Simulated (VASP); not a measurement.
**LiF (Griceite): relaxation of cell and atoms with PBE+D3(BJ)**

Crystal: LiF (Griceite).

```
Li F
1.0
     0.00000    2.01400    2.01400
     2.01400    0.00000    2.01400
     2.01400    2.01400    0.00000
Li F
1 1
Direct
  0.00000 0.00000 0.00000
  0.50000 0.50000 0.50000
```

```yaml
Program: VASP 6.6.1
Task: relaxation of cell and atoms
Functional: PBE
Dispersion: D3(BJ)
Potentials_or_basis: VASP PAW PBE potentials, release 64 (Li_sv, F)
Cutoff: 600 eV
k_mesh: 12 × 12 × 12
Occupations: gaussian, width 0.03 eV
Spin: no spin polarisation
Further_INCAR_settings: ALGO = Normal; EDIFF = 1e-06; IBRION = 2; EDIFFG = -0.01; NSW = 90; ISIF = 3
```

```
Relaxed volume                         : 7.91 Å³/atom
Relaxed cell                           : a = 2.818 Å, b = 2.818 Å, c = 2.818 Å, α = 60.00°, β = 60.00°, γ = 60.00°
Space group after relaxing (to 0.05 Å) : Fm-3m (No. 225)
Energy gained by relaxing              : 1.9 meV/atom
Ionic steps                            : 3
Pressure after relaxing                : 0.0 GPa
Band gap on the k mesh                 : 9.38 eV, direct
Dispersion energy per atom             : -0.184 eV
```

Step by step:
```csv
step,energy change (eV),largest force (eV/Å),pressure (GPa),volume (Å³)
1,0.0000,0.0000,-2.28,16.34
2,-0.0029,0.0000,-1.09,16.07
3,-0.0037,0.0000,0.00,15.83
```

Final structure:
```cif
data_structure
_symmetry_space_group_name_H-M 'P 1'
_symmetry_Int_Tables_number 1
_cell_length_a 2.8181
_cell_length_b 2.8181
_cell_length_c 2.8181
_cell_angle_alpha 60.000
_cell_angle_beta 60.000
_cell_angle_gamma 60.000
_cell_volume 15.83
loop_
_atom_site_label
_atom_site_type_symbol
_atom_site_fract_x
_atom_site_fract_y
_atom_site_fract_z
_atom_site_occupancy
Li1 Li 0.00000 0.00000 0.00000 1
F1 F 0.50000 0.50000 0.50000 1
```

Levels at points of the mesh, in eV from the valence-band top:
```csv
k point,band 3,band 4,band 5,band 6,band 7,band 8
"(0.00, 0.00, 0.00)",0.00,0.00,0.00,9.38,24.39,24.39
"(0.50, 0.00, 0.00)",-2.61,-0.24,-0.24,10.94,17.12,19.16
"(0.50, 0.50, 0.00)",-3.14,-1.05,-1.05,15.11,16.63,17.84
```

Wall time 17 s on 1 thread of AMD EPYC 9R14 (Zen 4), with other jobs on the host, peak memory 0.12 GiB.

Caveat: the cutoff is under 1.25 times the usual one of these potentials, so pressure, stress and relaxed cells hold a basis-set (Pulay) error. PBE gaps usually lie below the measured ones, often by a third to a half.
